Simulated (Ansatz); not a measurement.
Si, space group Im-3m, a single point from a YAML input

Computed with Ansatz 0.2.0 through its Python package.

`scf.yaml`
```yaml
crystal:
  lattice:
    - [-3.336083, 3.336083, 3.336083]
    - [3.336083, -3.336083, 3.336083]
    - [3.336083, 3.336083, -3.336083]
  atoms:
    - { symbol: Si, position: [0.75, 0.25, 0.5] }
    - { symbol: Si, position: [0.75, 0.5, 0.25] }
    - { symbol: Si, position: [0.5, 0.25, 0.75] }
    - { symbol: Si, position: [0.25, 0.5, 0.75] }
    - { symbol: Si, position: [0.25, 0.75, 0.5] }
    - { symbol: Si, position: [0.5, 0.75, 0.25] }
kpoints:
  mp_grid: { grid: [5, 5, 5] }
hamiltonian:
  xc: lda
scf:
  occupations: { method: cold, width: 0.1 }
  initial_density: { chi_scale: 0.0 }
basis:
  ecutwfc: "18.4 Ry"
output:
  forces: true
```

Script `si_yaml_run.py`:
```python
'''Si from YAML text.'''

import json
import warnings

import ansatz

warnings.simplefilter('ignore', ansatz.DeckWarning)

out = ansatz.Session.from_deck('scf.yaml').plan().execute()
summary = out.report

energy = summary['free_energy_ev']
print('Si: {:.6f} eV = {:.6f} Ry = {:.6f} Ha'.format(energy, energy / 13.605693, energy / 27.211386))
print('Fermi level {:.4f} eV, {} k-points, {} symmetry operations'.format(summary['fermi_energy_ev'], summary['n_kpoints'], summary['n_symmetry_ops']))

# forces, one row an atom
print('forces (eV/A)')
for site, force in zip(out.lattice.sites, summary['forces_ev_ang']):
    print(f'  {site.symbol:2s} {force[0]:9.4f} {force[1]:9.4f} {force[2]:9.4f}')

keep = ['free_energy_ev', 'energy_sigma0_ev', 'fermi_energy_ev', 'n_iterations', 'converged', 'magnetization_mub', 'n_kpoints']
with open('si.json', 'w') as handle:
    json.dump({key: summary[key] for key in keep}, handle, indent=1)
```

```console
$ python si_yaml_run.py
RunWarning: on these k-points the computed levels leave a gap of 0.2043 eV at the electron count, 2.0 widths of the cold smearing (0.1000 eV); against the step filling of these same bands (every [...]
Si: -3649.890971 eV = -268.262041 Ry = -134.131020 Ha
Fermi level 4.1606 eV, 10 k-points, 48 symmetry operations
forces (eV/A)
  Si    0.0000    0.0000   -0.0000
  Si    0.0000   -0.0000    0.0000
  Si   -0.0000    0.0000    0.0000
  Si   -0.0000    0.0000   -0.0000
  Si   -0.0000    0.0000    0.0000
  Si    0.0000   -0.0000   -0.0000
```
(Warnings from the package without file and line, shortened.)

File `si.json` afterwards:
```json
{
 "free_energy_ev": -3649.890971395995,
 "energy_sigma0_ev": -3649.8913594788255,
 "fermi_energy_ev": 4.160574061154371,
 "n_iterations": 7,
 "converged": true,
 "magnetization_mub": 0.0,
 "n_kpoints": 10
}
```

What to keep in mind:
- The settings weren't tested for convergence.
- The cutoff lies under the one recommended for these potentials.
- Cold and Methfessel-Paxton smearing aren't meant for a gap as narrow as their width.
- An absolute Fermi energy rests on an arbitrary zero of the periodic potential and has no direct meaning.
- An opening on this mesh may only mean that it misses a point where bands touch.
- This isn't the structure that Si takes at ambient conditions.
- The script silences the warnings on its input, which a real study should read.
- Wall time of the script: 1.1 s on 1 thread of Arm Neoverse V1, with other jobs on the host, peak memory 0.3 GiB.

(Lines on the test bed's own set-up are left out of the output.)
